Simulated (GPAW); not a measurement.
A run of GPAW 26.7.0 is set up as follows.

Contents of run.py:

```python
from ase import Atoms
from ase.dft.bandgap import bandgap
from ase.io import write
from ase.units import GPa
from gpaw import GPAW, PW, setup_paths

setup_paths.insert(0, '.')

atoms = Atoms(['In', 'As'],
              cell=[[0.0, 3.018, 3.018],
                    [3.018, 0.0, 3.018],
                    [3.018, 3.018, 0.0]],
              scaled_positions=[[0.0, 0.0, 0.0],
                                [0.75, 0.75, 0.75]],
              pbc=True)

calc = GPAW(mode=PW(600),
            xc='BLYP',
            kpts={'size': (8, 8, 8), 'gamma': True},
            occupations={'name': 'fermi-dirac', 'width': 0.05},
            nbands=18,
            convergence={'density': 1e-05, 'energy': 1e-05},
            eigensolver='davidson',
            maxiter=150,
            txt='gpaw.txt')
atoms.calc = calc
energy = atoms.get_potential_energy()
forces = atoms.get_forces()
stress = atoms.get_stress()
calc.write('gs.gpw')
write('result.traj', atoms)
print(f'Energy: {energy:.6f} eV')
print('Forces (eV/A):')
print(forces.round(4))
print('Stress (GPa):', (stress / GPa).round(3))
print('Fermi level:', round(calc.get_fermi_level(), 4), 'eV')
print(f'Gap: {bandgap(calc)[0]:.4f} eV, direct: {bandgap(calc, direct=True)[0]:.4f} eV')

path = atoms.cell.bandpath('GXWKGLUWLK,UX', npoints=60, eps=1e-4)
bs_calc = calc.fixed_density(kpts=path, symmetry='off', nbands=30,
                             convergence={'bands': 'CBM+6.0', 'eigenstates': 1e-6}, txt='bands.txt')
bs = bs_calc.band_structure()
bs.write('bs.json')
print(f'Gap on the path: {bandgap(bs_calc)[0]:.4f} eV')
```

Potentials or basis: PAW data sets generated in the run's folder for this functional, pw.

The run is started by

```console
$ gpaw-setup -f BLYP As In
$ OMP_NUM_THREADS=1 python run.py
```

**Question.** What does it give for the band gap along the path?

**Answer.** None (metal or under the smearing width).

**Question.** What does it give for the pressure?

**Answer.** 7.2 GPa.

Levels at the corners of the path, in eV from the Fermi level:
```tsv
point	band 5	band 6	band 7	band 8	band 9	band 10	band 11	band 12	band 13
Γ	-14.27	-11.99	-0.35	-0.05	-0.05	-0.05	3.86	3.86	3.86
X	-14.25	-9.98	-5.94	-2.37	-2.37	1.62	2.08	9.18	9.18
W	-14.26	-9.93	-5.81	-2.97	-2.90	4.11	4.38	4.97	6.20
K	-14.26	-10.00	-5.81	-3.29	-2.00	2.14	4.26	7.31	7.38
Γ	-14.27	-11.99	-0.35	-0.05	-0.05	-0.05	3.86	3.86	3.86
L	-14.26	-10.52	-5.84	-1.05	-1.05	0.88	4.68	4.68	7.00
U	-14.26	-10.00	-5.81	-3.29	-2.00	2.14	4.26	7.31	7.38
W	-14.26	-9.93	-5.81	-2.97	-2.90	4.11	4.38	4.97	6.20
L	-14.26	-10.52	-5.84	-1.05	-1.05	0.88	4.68	4.68	7.00
K	-14.26	-10.00	-5.81	-3.29	-2.00	2.14	4.26	7.31	7.38
U	-14.26	-10.00	-5.81	-3.29	-2.00	2.14	4.26	7.31	7.38
X	-14.25	-9.98	-5.94	-2.37	-2.37	1.62	2.08	9.18	9.18
```

Caveat: spin-orbit coupling is left out, which moves the levels of the heavy elements; this crystal is a semiconductor, whose small gap the functional closes, so the metal is an error of the method.

**What was measured.**

From a printed reference work, data compilation, for a bulk crystal of InAs at 4.2 K: band gap 0.418 eV (direct).

Measured gap of InAs: 0.418 eV (direct; 4.2 K; a printed reference work, data compilation). This calculation gives 0.00 eV (-0.42 eV). Spin-orbit coupling on As, In is left out. The value is that of BLYP, without temperature or zero-point motion. Semilocal functionals fall short of measured gaps as a rule.
